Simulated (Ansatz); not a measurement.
SiO2: ε∞ with and without local fields

Plane-wave DFT in Ansatz with scalar-relativistic PAW potentials. The crystal relaxes under PBE to I4/mmm with a = 9.011 Å, c = 5.273 Å, 17.84 Å³/atom. No spin polarisation. This form isn't the usual stable structure of the compound.

A sum over independent transitions (PBE, gap on the mesh 5.35 eV) gives a mean ε∞ of 2.14.

Question: What does self-consistent linear response to a field give, and why do the two differ?

Answer: 2.04, which is 4.4 % lower. The response calculation lets the induced density act back: the Hartree local fields oppose the polarisation and lower ε∞, more so where the density is uneven, while the exchange-correlation kernel raises it again by part of that. The net effect here is a decrease, as usual.